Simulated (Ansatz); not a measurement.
# Dielectric response of KF (001) films

Aim: the electronic and static ε of rocksalt KF (001) from films of three thicknesses in a field.

Main program and level: Ansatz 0.2.0; plane-wave DFT, PBE, Ansatz PAW, in the first sound run; inputs show where later runs differ.

**1. Set-up**

The cell holds 6 atoms: 3 K and 3 F. Cell: a = 3.783 Å, b = 3.783 Å, c = 23.350 Å, α = 90.0°, β = 90.0°, γ = 90.0°. It derives from KF (rocksalt KF). Vacuum lies along c.

**2. Relaxing the film, 6 atoms, units 3**

The structure is relaxed first, because levels and dipoles at a surface follow the positions of the outer atoms.

The input, input.yaml:

```yaml
crystal:
  lattice:
    - [3.78302128, 0.0, 0.0]
    - [0.0, 3.78302128, 0.0]
    - [0.0, 0.0, 23.35]
  atoms:
    - { symbol: K, position: [0.5, 0.5, 0.3854389722] }
    - { symbol: F, position: [0.0, 0.0, 0.3854389722] }
    - { symbol: K, position: [0.0, 0.0, 0.5] }
    - { symbol: F, position: [0.5, 0.5, 0.5] }
    - { symbol: K, position: [0.5, 0.5, 0.6145610278] }
    - { symbol: F, position: [0.0, 0.0, 0.6145610278] }
kpoints:
  mp_grid: { grid: [8, 8, 1] }
hamiltonian:
  xc: pbe
scf:
  occupations: { method: fixed }
  convergence: { dr2_threshold: 1.0e-09 }
efield:
  axis: 3
  dipole_correction: true
  ramp_position: 0.97
  ramp_width: 0.06
relax:
  f_tol: 0.003
  max_steps: 100
output:
  write_potential: true
  write_density: true
  volumetric_format: npy
```

On the command line:

```sh
> ansatz run input.yaml --threads 4 --pin off --max-ram 8192MiB --backend cpu --events-out ev --progress --plain --runs-dir out
```

Numbers of over 12 decimals in the logs are rounded to 6 here.

The program printed:

```text
Engine: ansatz 0.2.0, aarch64-unknown-linux-gnu
Pseudopotentials: kind: paw
Pseudopotential: K, paw, valence charge 9, recommended cutoff 420 eV (normal), K.paw.azcp
Pseudopotential: F, paw, valence charge 7, recommended cutoff 420 eV (normal), F.paw.azcp
Functional definition: PBE
  parameter kappa = 0.804
  parameter beta = 0.066725
  exchange = pbe_x(kappa = kappa, mu = beta*pi^2/3)
  correlation = pbe_c(beta = beta)
Crystal: 6 atoms, lattice volume = 334.168 Å³
Basis set: ecut = 420 eV, 6495 PW (Γ), exchange–correlation on 54×54×320 points (8 copies of the dense FFT grid, shifted against one another)
Bands: 30, of which v1, the nominal top of the filled ones, is band 24 counted from 1 (23 counted from 0)
Symmetry: 8 space group operations
k-points: 15 of 64
Non-local potential: K, projectors of the file, l = 0: 3, l = 1: 2, l = 2: 2
Non-local potential: F, projectors of the file, l = 0: 2, l = 1: 2, l = 2: 1
PAW form: soft (Blöchl's): semilocal exchange-correlation on the pseudo side does not see the compensation charge
PAW one-centre angular grid: K, 110 points (default); XC on 64 Gauss nodes
PAW one-centre angular grid: F, 110 points (default); XC on 64 Gauss nodes
Initial density: superposition of atomic densities (neutral atoms: chi_scale 0, normalization atom), corrected by the library's trained network
Initial wavefunctions: pseudopotential atomic-orbital guess
Functional: x = pbe(κ = 0.804, μ = 0.219515), c = pbe(β = 0.066725)
SCF iter   1: F=—  HF=-7046.092686 eV  |F-HF|=—  |Δ(HF+E_count)|=         —  Δρ=6.11e-4  dr2=1.27e-3  ethr=1.77e-3  p=-0.000 e·Å  D=-5.82e-15 V/Å  ΔV_dip=0.00 eV  dr2_dipole=6.77e-10  V_vac-E_F(+/−)=6.02/6.02 eV  ⟨swp⟩=5.2  Hψ=1701  notcnv=0  defer=45
efield: sawtooth ramp at fractional position 0.9700 (set: `efield.ramp_position`, or a place that a band, a saddle search or an elastic batch's reference lends), width 0.0600; the density the first Hamiltonian is built on has a dipole p = -0.000 e·Å; the dipole correction subtracts the counter field D = -5.82e-15 V/Å, which shifts the + side's vacuum level by +0.00 eV against the − side's; the planar-averaged density in the ramp window peaks in size at 1.1e-6 e/Å³
preconditioner: auto → Resta (q_TF=auto, 1.974 Å⁻¹)  ε∞=1.8  [insulator: Δε(μ)=5.219 eV  Ē_g=14.982 eV  n_scr=42 (ndim 8)  ℏωp=13.2 eV  f_vac=0.642  ε∞_Penn≈1.8  vacuum switching on, ρ_ref=1.6e-2 e/Å³]
SCF iter   2: F=—  HF=-7046.092874 eV  |F-HF|=—  |Δ(HF+E_count)|=   1.88e-4  Δρ=4.22e-4  dr2=2.63e-4  ethr=2.66e-6  p=0.000 e·Å  D=8.25e-6 V/Å  ΔV_dip=-0.00 eV  dr2_dipole=2.13e-10  V_vac-E_F(+/−)=6.06/6.06 eV  ⟨swp⟩=3.5  Hψ=990  notcnv=0  defer=60
density mixer auto → msr1: gapped (density of states about μ 0.00 of a free-electron gas's, 42 screened modes)
SCF iter   3: F=—  HF=-7046.092962 eV  |F-HF|=—  |Δ(HF+E_count)|=   8.78e-5  Δρ=1.17e-4  dr2=3.66e-5  ethr=5.48e-7  p=0.000 e·Å  D=4.86e-6 V/Å  ΔV_dip=-0.00 eV  dr2_dipole=7.23e-11  V_vac-E_F(+/−)=6.06/6.06 eV  ⟨swp⟩=2.0  Hψ=774  notcnv=0  defer=55
SCF iter   4: F=—  HF=-7046.093084 eV  |F-HF|=—  |Δ(HF+E_count)|=   1.22e-4  Δρ=2.53e-5  dr2=1.51e-6  ethr=7.62e-8  p=-0.000 e·Å  D=-1.76e-6 V/Å  ΔV_dip=0.00 eV  dr2_dipole=8.78e-12  V_vac-E_F(+/−)=6.07/6.07 eV  ⟨swp⟩=2.9  Hψ=739  notcnv=0  defer=60
SCF iter   5: F=—  HF=-7046.092825 eV  |F-HF|=—  |Δ(HF+E_count)|=   2.59e-4  Δρ=7.40e-6  dr2=1.27e-7  ethr=3.14e-9  p=-0.000 e·Å  D=-1.07e-6 V/Å  ΔV_dip=0.00 eV  dr2_dipole=3.17e-12  V_vac-E_F(+/−)=6.07/6.07 eV  ⟨swp⟩=2.3  Hψ=796  notcnv=0  defer=60
SCF iter   6: F=—  HF=-7046.092825 eV  |F-HF|=—  |Δ(HF+E_count)|=   1.29e-7  Δρ=6.28e-6  dr2=8.42e-8  ethr=2.64e-10  p=0.000 e·Å  D=1.80e-7 V/Å  ΔV_dip=-0.00 eV  dr2_dipole=2.70e-13  V_vac-E_F(+/−)=6.07/6.07 eV  ⟨swp⟩=2.0  Hψ=729  notcnv=0  defer=60
SCF iter   7: F=—  HF=-7046.092825 eV  |F-HF|=—  |Δ(HF+E_count)|=   2.26e-8  Δρ=7.59e-7  dr2=1.15e-9  ethr=1.75e-10  p=-0.000 e·Å  D=-2.07e-8 V/Å  ΔV_dip=0.00 eV  dr2_dipole=1.14e-14  V_vac-E_F(+/−)=6.07/6.07 eV  ⟨swp⟩=2.0  Hψ=744  notcnv=0  defer=60
SCF iter   8: F=-7046.092825 eV  HF=-7046.092825 eV  |F-HF|=7.01e-10  |Δ(HF+E_count)|=   2.27e-9  Δρ=2.05e-7  dr2=6.41e-11  ethr=2.08e-12  p=-0.000 e·Å  D=-3.95e-8 V/Å  ΔV_dip=0.00 eV  dr2_dipole=6.22e-15  V_vac-E_F(+/−)=6.07/6.07 eV  ⟨swp⟩=6.1  Hψ=2200  notcnv=0
SCF 1 converged in 8 iterations: F = -7046.092825 eV  dr2 = 6.41e-11
  greatest PAW one-centre occupation: 0.988 electrons in one spin orbital (limit 2), on the K atom at site 2 (counted from 0), in its partial waves of l = 0
relax step   1: F+E_penalty+E_count = -7046.09282512 eV  Δ(F+E_penalty+E_count) = +0.000e0 eV  max|allowed force component| = 8.183e-2 eV/Å  Δτ_max = 0.0000 Å  (8 SCF iters, accepted)
Initial density: handed on by an earlier stage of this run
Initial wavefunctions: those handed on with the density
iter 1 solved again at ethr=1.05e-5 eV; its pass at ethr=3.10e-3 eV (dr2=5.05e-3 eV) is discarded
SCF iter   1: F=—  HF=-7046.093200 eV  |F-HF|=—  |Δ(HF+E_count)|=         —  Δρ=5.80e-4  dr2=4.89e-3  ethr=1.05e-5  p=-0.000 e·Å  D=-3.95e-8 V/Å  ΔV_dip=0.00 eV  dr2_dipole=4.13e-14  V_vac-E_F(+/−)=6.06/6.06 eV  ⟨swp⟩=2.3  Hψ=1743  notcnv=0  defer=60
efield: sawtooth ramp at fractional position 0.9700 (set: `efield.ramp_position`, or a place that a band, a saddle search or an elastic batch's reference lends), width 0.0600; the density the first Hamiltonian is built on has a dipole p = -0.000 e·Å; the dipole correction subtracts the counter field D = -3.95e-8 V/Å, which shifts the + side's vacuum level by +0.00 eV against the − side's; the planar-averaged density in the ramp window peaks in size at 2.1e-7 e/Å³
preconditioner: auto → Resta (q_TF=auto, 1.974 Å⁻¹)  ε∞=1.8  [insulator: Δε(μ)=5.063 eV  Ē_g=14.824 eV  n_scr=42 (ndim 8)  ℏωp=13.2 eV  f_vac=0.639  ε∞_Penn≈1.8  vacuum switching on, ρ_ref=1.6e-2 e/Å³]
SCF iter   2: F=—  HF=-7046.091783 eV  |F-HF|=—  |Δ(HF+E_count)|=   1.42e-3  Δρ=3.73e-4  dr2=1.26e-3  ethr=1.02e-5  p=0.000 e·Å  D=2.54e-8 V/Å  ΔV_dip=-0.00 eV  dr2_dipole=4.06e-16  V_vac-E_F(+/−)=5.95/5.95 eV  ⟨swp⟩=3.3  Hψ=610  notcnv=0  defer=60  κ⁻¹=1.0e0(r=1)
density mixer auto → broyden: gapped, where msr1 would fit the directions that read negative (density of states about μ 0.00 of a free-electron gas's, 42 screened modes)
SCF iter   3: F=—  HF=-7046.091555 eV  |F-HF|=—  |Δ(HF+E_count)|=   2.29e-4  Δρ=1.48e-4  dr2=5.98e-5  ethr=2.63e-6  p=0.000 e·Å  D=3.86e-8 V/Å  ΔV_dip=-0.00 eV  dr2_dipole=6.27e-17  V_vac-E_F(+/−)=5.84/5.84 eV  ⟨swp⟩=3.5  Hψ=756  notcnv=0  defer=60  κ⁻¹=5.9e-2(r=2)
[...]
SCF iter   5: F=—  HF=-7046.095660 eV  |F-HF|=—  |Δ(HF+E_count)|=   5.76e-6  Δρ=1.78e-5  dr2=5.54e-7  ethr=1.60e-8  p=-0.000 e·Å  D=-1.51e-8 V/Å  ΔV_dip=0.00 eV  dr2_dipole=1.07e-15  V_vac-E_F(+/−)=5.98/5.98 eV  ⟨swp⟩=2.0  Hψ=591  notcnv=0  defer=60  κ⁻¹=7.8e-4(r=4)
SCF iter   6: F=—  HF=-7046.095390 eV  |F-HF|=—  |Δ(HF+E_count)|=   2.71e-4  Δρ=3.30e-6  dr2=1.48e-8  ethr=1.15e-9  p=-0.000 e·Å  D=-3.26e-8 V/Å  ΔV_dip=0.00 eV  dr2_dipole=3.41e-15  V_vac-E_F(+/−)=5.98/5.98 eV  ⟨swp⟩=2.3  Hψ=724  notcnv=0  defer=44  κ⁻¹=2.3e-5(r=5)
SCF iter   7: F=—  HF=-7046.095390 eV  |F-HF|=—  |Δ(HF+E_count)|=   1.16e-8  Δρ=1.32e-6  dr2=2.96e-9  ethr=3.09e-11  p=-0.000 e·Å  D=-5.27e-8 V/Å  ΔV_dip=0.00 eV  dr2_dipole=2.31e-14  V_vac-E_F(+/−)=5.98/5.98 eV  ⟨swp⟩=2.9  Hψ=761  notcnv=0  defer=46  κ⁻¹=6.8e-6(r=6)
SCF iter   8: F=-7046.095390 eV  HF=-7046.095390 eV  |F-HF|=1.22e-10  |Δ(HF+E_count)|=   3.18e-9  Δρ=3.17e-7  dr2=1.33e-10  ethr=2.08e-12  p=-0.000 e·Å  D=-2.22e-9 V/Å  ΔV_dip=0.00 eV  dr2_dipole=2.11e-15  V_vac-E_F(+/−)=5.98/5.98 eV  ⟨swp⟩=7.1  Hψ=2276  notcnv=0
SCF 3 converged in 8 iterations: F = -7046.095390 eV  dr2 = 1.33e-10
relax step   3: F+E_penalty+E_count = -7046.09538952 eV  Δ(F+E_penalty+E_count) = -2.564e-3 eV  max|allowed force component| = 8.935e-3 eV/Å  Δτ_max = 0.0306 Å  (8 SCF iters, accepted)
[...]
relax step   4: F+E_penalty+E_count = -7046.09550959 eV  Δ(F+E_penalty+E_count) = -1.201e-4 eV  max|allowed force component| = 3.123e-3 eV/Å  Δτ_max = 0.0069 Å  (6 SCF iters, accepted)
SCF iter   1: F=—  HF=-7046.095789 eV  |F-HF|=—  |Δ(HF+E_count)|=         —  Δρ=5.00e-5  dr2=2.13e-5  ethr=2.20e-7  p=0.000 e·Å  D=2.93e-8 V/Å  ΔV_dip=-0.00 eV  dr2_dipole=2.46e-15  V_vac-E_F(+/−)=5.98/5.98 eV  ⟨swp⟩=2.1  Hψ=872  notcnv=0  defer=59
efield: sawtooth ramp at fractional position 0.9700 (set: `efield.ramp_position`, or a place that a band, a saddle search or an elastic batch's reference lends), width 0.0600; the density the first Hamiltonian is built on has a dipole p = 0.000 e·Å; the dipole correction subtracts the counter field D = 2.93e-8 V/Å, which shifts the + side's vacuum level by -0.00 eV against the − side's; the planar-averaged density in the ramp window peaks in size at 1.7e-7 e/Å³
preconditioner: auto → Resta (q_TF=auto, 1.974 Å⁻¹)  ε∞=1.8  [insulator: Δε(μ)=5.175 eV  Ē_g=14.888 eV  n_scr=42 (ndim 8)  ℏωp=13.2 eV  f_vac=0.639  ε∞_Penn≈1.8  vacuum switching on, ρ_ref=1.6e-2 e/Å³]
SCF iter   2: F=—  HF=-7046.095781 eV  |F-HF|=—  |Δ(HF+E_count)|=   7.74e-6  Δρ=2.08e-5  dr2=3.07e-6  ethr=4.43e-8  p=0.000 e·Å  D=4.82e-8 V/Å  ΔV_dip=-0.00 eV  dr2_dipole=1.28e-14  V_vac-E_F(+/−)=5.98/5.98 eV  ⟨swp⟩=2.0  Hψ=672  notcnv=0  defer=26  κ⁻¹=1.0e0(r=1)
density mixer auto → broyden: gapped, where msr1 would fit the directions that read negative (density of states about μ 0.00 of a free-electron gas's, 42 screened modes)
SCF iter   3: F=—  HF=-7046.095514 eV  |F-HF|=—  |Δ(HF+E_count)|=   2.67e-4  Δρ=5.95e-6  dr2=8.92e-8  ethr=6.39e-9  p=-0.000 e·Å  D=-4.24e-9 V/Å  ΔV_dip=0.00 eV  dr2_dipole=3.34e-16  V_vac-E_F(+/−)=5.98/5.98 eV  ⟨swp⟩=2.0  Hψ=545  notcnv=0  defer=23  κ⁻¹=2.3e-2(r=2)
SCF iter   4: F=—  HF=-7046.095514 eV  |F-HF|=—  |Δ(HF+E_count)|=   1.85e-8  Δρ=2.45e-6  dr2=1.08e-8  ethr=1.86e-10  p=0.000 e·Å  D=1.57e-9 V/Å  ΔV_dip=-0.00 eV  dr2_dipole=1.14e-15  V_vac-E_F(+/−)=5.98/5.98 eV  ⟨swp⟩=2.0  Hψ=690  notcnv=0  defer=25  κ⁻¹=3.5e-3(r=3)
SCF iter   5: F=—  HF=-7046.095514 eV  |F-HF|=—  |Δ(HF+E_count)|=   2.10e-9  Δρ=1.01e-6  dr2=1.57e-9  ethr=2.25e-11  p=0.000 e·Å  D=1.24e-8 V/Å  ΔV_dip=-0.00 eV  dr2_dipole=5.69e-16  V_vac-E_F(+/−)=5.98/5.98 eV  ⟨swp⟩=2.0  Hψ=730  notcnv=0  defer=30  κ⁻¹=3.1e-4(r=4)
SCF iter   6: F=-7046.095514 eV  HF=-7046.095514 eV  |F-HF|=1.49e-10  |Δ(HF+E_count)|=  8.57e-10  Δρ=2.03e-7  dr2=3.69e-11  ethr=2.08e-12  p=0.000 e·Å  D=2.54e-8 V/Å  ΔV_dip=-0.00 eV  dr2_dipole=7.56e-15  V_vac-E_F(+/−)=5.98/5.98 eV  ⟨swp⟩=6.1  Hψ=2113  notcnv=0
SCF 5 converged in 6 iterations: F = -7046.095514 eV  dr2 = 3.69e-11
relax step   5: F+E_penalty+E_count = -7046.09551410 eV  Δ(F+E_penalty+E_count) = -4.510e-6 eV  max|allowed force component| = 2.481e-4 eV/Å  Δτ_max = 0.0016 Å  (6 SCF iters, accepted)
NSCF: frozen V_eff on 15 k-points
the band table was solved once a step of the walk had ended and its energy, with any forces and stress, was formed, with the checks that follow a solve (2815 applications of the Hamiltonian). They found nothing against the state; the energy, forces and stress were not computed again (output.eigenvalues in the input reference)
WARN: The output density's exchange-correlation potential varies sharply where the density is thin. Do not read a vacuum level from v_tot or v_xc, or from such a field of the output density. On a cell that repeats whose density bears no net charge and no dipole along the vacuum's axis use v_es (v_loc + v_h of the components); under efield.dipole_correction with no amplitude use v_es + v_field, which holds any externa [...]
SCF converged after 6 iterations
Stability not checked: this state was not tested for a lower state beside it, because the mixer in use, unlike msr1, does not test its closes by its own steps (another_mixer; see scf.mixing.algorithm and scf.lower_state_search)
Free energy (F): -7046.095514 eV
Harris-Foulkes:  -7046.095514 eV  (|F-HF|=1.49e-10)
Internal energy: -7046.095514 eV  (E = F + TS)
E sigma→0 (E₀):  -7046.095514 eV
Fermi energy:    -3.383265 eV
Dipole field:    D = 0.000000 V/Å  (p = 0.000000 e·Å, saw-weighted, corrected)
Work function:   Φ+ = 5.9834 eV   Φ− = 5.9833 eV
Levels:          The Fermi level and band energies are counted from a zero that moves with the ramp; work functions are not
--- Per-component energies (eV) ---
  E_band       = -617.067954
  E_kinetic    = 1384.782213
  E_local      = -28677.988346  (includes V_loc(G=0)·N_el)
  E_nonlocal   = 257.653883
  E_hartree    = 13754.244641
  E_xc         = -648.663719
  E_vxc        = -806.242004  (∫ρ·V_xc dr)
  E_paw        = -2946.293802  (= ΣΔE_a)
  E_vpaw       = -283.768930  (= ΣTr[D̂ρ^β])
  E_aug_tail   = 0.006179  (compensation charges beyond the density's cutoff)
  E_efield     = 0.000000  (sawtooth field / dipole correction)
  E_vefield    = -0.000000  (∫n·V_field dr)
  E_ewald      = 9830.163436
  E_smearing   = -0.000000  (= −TS)
  E_closure    = -0.000000  (closes the sum)
  Σ components = -7046.095514   (vs F -7046.095514, Δ=0.00e0)
--- Forces (eV/Å), atoms counted from 1 ---
  atom   1  K      0.00000000     0.00000000    -0.00024818
  atom   2  F     -0.00000000     0.00000000     0.00014282
  atom   3  K     -0.00000000     0.00000000     0.00000035
  atom   4  F      0.00000000     0.00000000    -0.00000018
  atom   5  K     -0.00000000     0.00000000     0.00024712
  atom   6  F      0.00000000     0.00000000    -0.00014247
  max |Σ_I F_I| component: 5.27e-7 eV/Å
--- Band table (eV; the first three rows and the last of 15) ---
  k-point 0: bands = [... 20 lower, -3.3958, -3.3958, -3.3833, -3.3833, 1.7983, 1.9544, 2.7639, 3.5042, ... 2 higher]
  k-point 1: bands = [... 20 lower, -3.4822, -3.4678, -3.4400, -3.4280, 1.9894, 2.1244, 2.9441, 3.6807, ... 2 higher]
  k-point 2: bands = [... 20 lower, -3.6424, -3.5453, -3.5342, -3.5043, 2.5198, 2.6154, 3.4647, 4.1893, ... 2 higher]
  k-point 14: bands = [... 20 lower, -3.5227, -3.4881, -3.4881, -3.4285, 4.9299, 4.9299, 5.6788, 5.6788, ... 2 higher]
--- Relaxed structure (5 steps of the walk, 4 accepted, 0 SCFs on fresh bases) ---
  F+E_penalty+E_count = -7046.09551410 eV   max|allowed force component| = 2.481e-4 eV/Å
  atoms:
    - { symbol: K, position: [0.5, 0.5, 0.383806] }
    - { symbol: F, position: [0, 0.0, 0.384699] }
    - { symbol: K, position: [0, 0.0, 0.500000] }
    - { symbol: F, position: [0.5, 0.5, 0.500000] }
    - { symbol: K, position: [0.5, 0.5, 0.616194] }
    - { symbol: F, position: [0, 0.0, 0.615301] }
```

Wall time 15 s (4 threads of Arm Neoverse V1, shared host); peak memory 0.58 GiB; 54 s of CPU time.

Step by step:

```
step  energy less that of the first step (eV)  largest force component (eV/Å)
   1                                   0.0000                          0.0818
   2                                   0.0015                          0.1018
   3                                  -0.0026                          0.0089
   4                                  -0.0027                          0.0031
   5                                  -0.0027                          0.0002
```

Relaxation step 2 was tried and not accepted.

The run keeps the 8 symmetry operations that it works with, so distortions that break them were not tested.

The atoms that moved most (Å):

```
atom     dx     dy      dz  length
  K5  0.000  0.000   0.038   0.038
  K1  0.000  0.000  -0.038   0.038
  F2  0.000  0.000  -0.017   0.017
  F6  0.000  0.000   0.017   0.017
```

Final coordinates:

```cif
data_structure
_symmetry_space_group_name_H-M 'P 1'
_symmetry_Int_Tables_number 1
_cell_length_a 3.7830
_cell_length_b 3.7830
_cell_length_c 23.3500
_cell_angle_alpha 90.000
_cell_angle_beta 90.000
_cell_angle_gamma 90.000
_cell_volume 334.17
loop_
_atom_site_label
_atom_site_type_symbol
_atom_site_fract_x
_atom_site_fract_y
_atom_site_fract_z
_atom_site_occupancy
K1 K 0.50000 0.50000 0.38381 1
F2 F 0.00000 0.00000 0.38470 1
K3 K 0.00000 0.00000 0.50000 1
F4 F 0.50000 0.50000 0.50000 1
K5 K 0.50000 0.50000 0.61619 1
F6 F 0.00000 0.00000 0.61530 1
```

Numbers from this step:

```
gap on the k-mesh             : 5.182 eV
dipole along the normal       : 2.14e-7 e·Å
ionisation energy, upper face : 5.983 eV
electron affinity, upper face : 0.8018 eV
```

Running mean over 2.675 Å of the planar mean; the ramp of the sawtooth is left out. The electron's electrostatic potential energy less the highest filled level by z:

z (Å), electron's electrostatic potential energy less the highest filled level (eV) and a bar from the least value:
```
      3.0       5.98 ##############################
      3.5       5.98 ##############################
      4.0       5.98 ##############################
      4.5       5.98 ##############################
      5.0       5.98 ##############################
      5.5       5.98 ##############################
      6.0       5.97 ##############################
      6.5       5.92 ##############################
      7.0       5.60 ############################
      7.5       4.15 ##################
      8.0       2.21 ######
      8.5       1.39 #
      9.0       1.26 
      9.5       1.26 
     10.0       1.34 #
     10.5       1.36 #
     11.0       1.30 
     11.5       1.26 
     12.0       1.27 
     12.5       1.32 
     13.0       1.37 #
     13.5       1.31 
     14.0       1.25 
     14.5       1.28 
     15.0       1.50 ##
     15.5       2.73 #########
     16.0       4.71 ######################
     16.5       5.77 #############################
     17.0       5.94 ##############################
     17.5       5.98 ##############################
     18.0       5.98 ##############################
     18.5       5.98 ##############################
     19.0       5.98 ##############################
     19.5       5.98 ##############################
     20.0       5.98 ##############################
```

The relaxation took 5 steps and lowered the energy by 0.0027 eV; the largest force on the free atoms ends at 2.5e-4 eV/Å.

The gap is 5.18 eV, with the valence edge 5.98 eV and the conduction edge 0.80 eV under the upper vacuum level.

(Continued in part 2 of 6.)

[Logs are printed without paths, hosts, clocks, repeated set-up lines and the standing remarks that a program may print on its own settings, such as how far it seeks lower states.]

[Hosts, paths, dates, database ids (printed as entryN), source tags and the programs' standing remarks are cut or masked in the printed files.]

[Maps of the electrostatic potential energy from Ansatz leave out the sawtooth potential of an applied field or a dipole correction, so their vacuum need not be flat; planar profiles and work functions include it.]
